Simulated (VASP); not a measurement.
The system is ZrS.

```
CELL_PARAMETERS angstrom
5.25000 0.00000 0.00000
0.00000 5.25000 0.00000
0.00000 0.00000 5.25000
ATOMIC_POSITIONS crystal
Zr 0.00000 0.00000 0.00000
Zr 0.00000 0.50000 0.50000
Zr 0.50000 0.00000 0.50000
Zr 0.50000 0.50000 0.00000
S 0.50000 0.00000 0.00000
S 0.00000 0.50000 0.00000
S 0.00000 0.00000 0.50000
S 0.50000 0.50000 0.50000
```

- Program: VASP 6.6.1
- Task: relaxation of cell and atoms
- Functional: LDA
- Potentials or basis: VASP PAW LDA potentials, release 64 (Zr_sv, S)
- Cutoff: 600 eV
- k mesh: 5 × 5 × 5
- Occupations: tetrahedron
- Spin: no spin polarisation

At the start: pressure -8.9 GPa; volume 18.09 Å³/atom.

**Question.** Where does the relaxation end?

**Answer.** Over 4 steps the energy falls by 34.2 meV/atom and the volume is 16.93 Å³/atom (-6.4 %); space group Fm-3m (No. 225, to 0.05 Å).

The path:
| step | energy change (eV) | largest force (eV/Å) | pressure (GPa) | volume (Å³) |
| --- | --- | --- | --- | --- |
| 1 | 0.0000 | 0.0000 | -8.94 | 144.70 |
| 2 | 0.2214 | 0.0000 | 15.73 | 124.58 |
| 3 | -0.2732 | 0.0000 | -0.21 | 135.63 |
| 4 | -0.2733 | 0.0000 | -0.01 | 135.45 |

Final structure:
```
Zr S
1.0
     5.13568    0.00000    0.00000
     0.00000    5.13568    0.00000
     0.00000    0.00000    5.13568
Zr S
4 4
Direct
  0.00000 0.00000 0.00000
  0.00000 0.50000 0.50000
  0.50000 0.00000 0.50000
  0.50000 0.50000 0.00000
  0.50000 0.00000 0.00000
  0.00000 0.50000 0.00000
  0.00000 0.00000 0.50000
  0.50000 0.50000 0.50000
```

Caveat: tetrahedron occupations give inexact forces and stress in metals.
